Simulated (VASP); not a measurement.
Runs of VASP 6.6.1 on TiH2. It takes space group I4/mmm (No. 139, tetragonal). The conventional cell has a = 3.177 Å, b = 3.177 Å, c = 4.140 Å, α = 90.00°, β = 90.00°, γ = 90.00°. Ti (site symmetry 4/mmm) has 8 H at 1.90 Å as nearest neighbours. H (site symmetry -4m2) has 4 Ti at 1.90 Å and 2 H at 2.07 Å as nearest neighbours. The cell comes from a database or a generator and needn't be the stable form of this composition.

| level | potentials or basis | k mesh | cutoff (eV) | smearing | gap on the mesh (eV) | pressure (GPa) |
| --- | --- | --- | --- | --- | --- | --- |
| PBEsol | VASP PAW PBE potentials, release 64 (Ti_sv, H) | 28 × 28 × 28 | 520 | gaussian 0.1 eV | none | -0.1 |
| PBEsol | VASP PAW PBE potentials, release 64 (Ti_sv, H) | 18 × 18 × 18 | 520 | gaussian 0.5 eV | none | (a) |
| r2SCAN | VASP PAW PBE potentials, release 64 (Ti_sv, H) | 18 × 18 × 18 | 520 | gaussian 0.1 eV | none | 3.4 |
| PBEsol | VASP PAW PBE potentials, release 64 (Ti_sv, H_h) | 18 × 18 × 18 | 900 | gaussian 0.1 eV | none | -0.1 |
| PBEsol | VASP PAW PBE potentials, release 64 (Ti_sv, H) | 18 × 18 × 18 | 700 | gaussian 0.1 eV | none | 0.1 |

Alike in all rows: task single point; no spin polarisation; cell as given.

**Question.** Fill in the values left out.

**Answer.** (a) 0.6.

Caveats: the PAW data sets were made with another functional, which shifts forces and pressure a little.

A gap of «none» marks a metal or a gap under the smearing width.
